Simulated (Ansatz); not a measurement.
# Ag2O: the cost of one run

Method: DFT PBE, scalar-relativistic, plane waves, PAW, unless a step names another level, in Ansatz 0.2.0.

4 further runs of the same task are left out: 4 set aside as unsound or not needed.

## Step 1: The starting structure

Symmetry: Pn-3m, No. 224, cubic system. Conventional cell: a = 4.812 Å, b = 4.812 Å, c = 4.812 Å, α = 90.00°, β = 90.00°, γ = 90.00°. Ag (site symmetry -3m) is surrounded by 2 O at 2.08 Å. O (site symmetry -43m) has 4 Ag at 2.08 Å as nearest neighbours.

Coordinates:

```cif
data_structure
_symmetry_space_group_name_H-M 'P 1'
_symmetry_Int_Tables_number 1
_cell_length_a 4.8115
_cell_length_b 4.8115
_cell_length_c 4.8115
_cell_angle_alpha 90.000
_cell_angle_beta 90.000
_cell_angle_gamma 90.000
_cell_volume 111.39
loop_
_atom_site_label
_atom_site_type_symbol
_atom_site_fract_x
_atom_site_fract_y
_atom_site_fract_z
_atom_site_occupancy
Ag1 Ag 0.75000 0.75000 0.75000 1
Ag2 Ag 0.25000 0.25000 0.75000 1
Ag3 Ag 0.25000 0.75000 0.25000 1
Ag4 Ag 0.75000 0.25000 0.25000 1
O1 O 0.00000 0.00000 0.00000 1
O2 O 0.50000 0.50000 0.50000 1
```

It came out lowest among 30 distinct ends of the trial cells. At a tolerance of 0.05 Å it has space group Pn-3m (No. 224).

## Step 2: Relaxing to 0.001 eV/Å, on the response runs' mesh and smearing

Contents of input.yaml:

```yaml
crystal:
  lattice:
    - [4.8115203389, 0.0, 0.0]
    - [0.0, 4.8115203389, 0.0]
    - [0.0, 0.0, 4.8115203389]
  atoms:
    - { symbol: Ag, position: [0.75, 0.75, 0.75] }
    - { symbol: Ag, position: [0.25, 0.25, 0.75] }
    - { symbol: Ag, position: [0.25, 0.75, 0.25] }
    - { symbol: Ag, position: [0.75, 0.25, 0.25] }
    - { symbol: O, position: [0.0, 0.0, 0.0] }
    - { symbol: O, position: [0.5, 0.5, 0.5] }
basis:
  ecutwfc: 420
kpoints:
  mp_grid: { grid: [6, 6, 6] }
hamiltonian:
  xc: pbe
scf:
  occupations: { method: gaussian, width: 0.1 }
output:
  forces: true
  stress: true
  eigenvalues: true
relax:
  adjacent_minimum: "off"
  f_tol: 0.001
  max_steps: 60
  cell: { stress_tol: 0.01 }
```

The run is started by

```sh
> ansatz run input.yaml --threads 3 --pin off --max-ram 7680MiB --backend cpu --events-out ev --progress --plain --runs-dir out
```

Q: Estimate wall time and peak memory on 3 threads of Intel Xeon 6975P-C (Granite Rapids), shared host.

About 4 s, with a peak of 0.49 GiB.
